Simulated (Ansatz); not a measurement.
Eigenvalues along a path: K (fcc type)

```
K
1.0
     0.00000    2.64171    2.64171
     2.64171    0.00000    2.64171
     2.64171    2.64171    0.00000
K
1
Direct
  0.00000 0.00000 0.00000
```

The cell comes from a relaxation on PAW files under the same functional, begun from a prototype that needn't be the stable phase.

Computed with Ansatz 0.2.0; functional PBE, scalar-relativistic. Settings: a Γ-centred 10×10×10 k mesh, Fermi–Dirac smearing of 0.1 eV, no spin polarisation. Methods: LAPW: all electrons, basis error target 1 meV/atom.

This run: volume at 0.5 of the series' base cell.

Path points, in fractions of the reciprocal vectors: Γ (0.000, 0.000, 0.000), X (0.500, 0.000, 0.500), U (0.625, 0.250, 0.625), K (0.375, 0.375, 0.750), L (0.500, 0.500, 0.500), W (0.500, 0.250, 0.750). The distance column jumps between branches of the path. Levels in eV from the Fermi level; bands 2 to 7, counted from the lowest band of the run. The gap is zero, the pressure 8.91 GPa.

```
# k(1/Å) point b2 b3 b4 b5 b6 b7
0.000 Γ -15.41 -15.41 -15.41 -3.22 4.54 4.54
0.149 - -15.43 -15.41 -15.41 -3.10 4.34 4.59
0.297 - -15.50 -15.44 -15.44 -2.77 3.87 4.74
0.446 - -15.60 -15.47 -15.47 -2.25 3.31 4.81
0.595 - -15.71 -15.51 -15.51 -1.60 2.78 4.00
0.743 - -15.81 -15.55 -15.55 -0.91 2.33 3.34
0.892 - -15.89 -15.58 -15.58 -0.31 2.00 2.93
1.041 - -15.95 -15.60 -15.60 0.06 1.80 2.78
1.189 X -15.96 -15.61 -15.61 0.17 1.73 2.78
1.242 - -15.96 -15.61 -15.61 0.18 1.73 2.77
1.294 - -15.96 -15.62 -15.61 0.22 1.74 2.75
1.347 - -15.95 -15.63 -15.60 0.28 1.76 2.72
1.399 - -15.94 -15.65 -15.60 0.36 1.77 2.68
1.452 - -15.92 -15.67 -15.59 0.46 1.78 2.63
1.505 - -15.91 -15.70 -15.58 0.58 1.77 2.58
1.557 - -15.89 -15.72 -15.58 0.70 1.74 2.53
1.610 U -15.87 -15.75 -15.57 0.84 1.69 2.48
2.338 K -15.87 -15.75 -15.57 0.84 1.69 2.48
2.496 - -15.82 -15.79 -15.53 0.92 1.69 2.37
2.653 - -15.85 -15.71 -15.50 0.27 2.28 2.36
2.811 - -15.83 -15.62 -15.47 -0.56 2.50 3.01
2.969 - -15.76 -15.55 -15.44 -1.39 2.81 3.76
3.126 - -15.65 -15.49 -15.43 -2.13 3.26 4.36
3.284 - -15.53 -15.44 -15.42 -2.71 3.81 4.62
3.442 - -15.44 -15.42 -15.41 -3.09 4.31 4.58
3.599 Γ -15.41 -15.41 -15.41 -3.22 4.54 4.54
3.728 - -15.43 -15.41 -15.41 -3.13 4.38 4.58
3.857 - -15.50 -15.42 -15.42 -2.88 3.99 4.67
3.986 - -15.60 -15.43 -15.43 -2.48 3.48 4.74
4.114 - -15.72 -15.44 -15.44 -1.96 2.95 4.69
4.243 - -15.84 -15.46 -15.46 -1.37 2.43 4.54
4.372 - -15.93 -15.47 -15.47 -0.75 1.93 4.38
4.500 - -15.99 -15.48 -15.48 -0.20 1.48 4.27
4.629 L -16.01 -15.48 -15.48 0.09 1.24 4.23
4.734 - -16.01 -15.49 -15.48 0.14 1.23 4.11
4.839 - -15.99 -15.53 -15.49 0.32 1.19 3.81
4.945 - -15.96 -15.58 -15.51 0.59 1.15 3.42
5.050 - -15.93 -15.64 -15.53 0.94 1.10 3.03
5.155 - -15.88 -15.70 -15.55 1.05 1.33 2.68
5.260 - -15.84 -15.75 -15.58 1.02 1.73 2.41
5.365 - -15.81 -15.78 -15.61 1.00 2.05 2.24
5.470 W -15.79 -15.79 -15.62 0.99 2.18 2.18
5.544 - -15.83 -15.76 -15.62 0.95 2.08 2.28
5.619 - -15.86 -15.72 -15.62 0.83 1.99 2.39
5.693 - -15.89 -15.69 -15.62 0.68 1.91 2.49
5.767 - -15.91 -15.66 -15.62 0.52 1.85 2.58
5.842 - -15.94 -15.64 -15.61 0.38 1.80 2.66
5.916 - -15.95 -15.62 -15.61 0.27 1.76 2.72
5.990 - -15.96 -15.61 -15.61 0.20 1.74 2.76
6.065 X -15.96 -15.61 -15.61 0.17 1.73 2.78
```
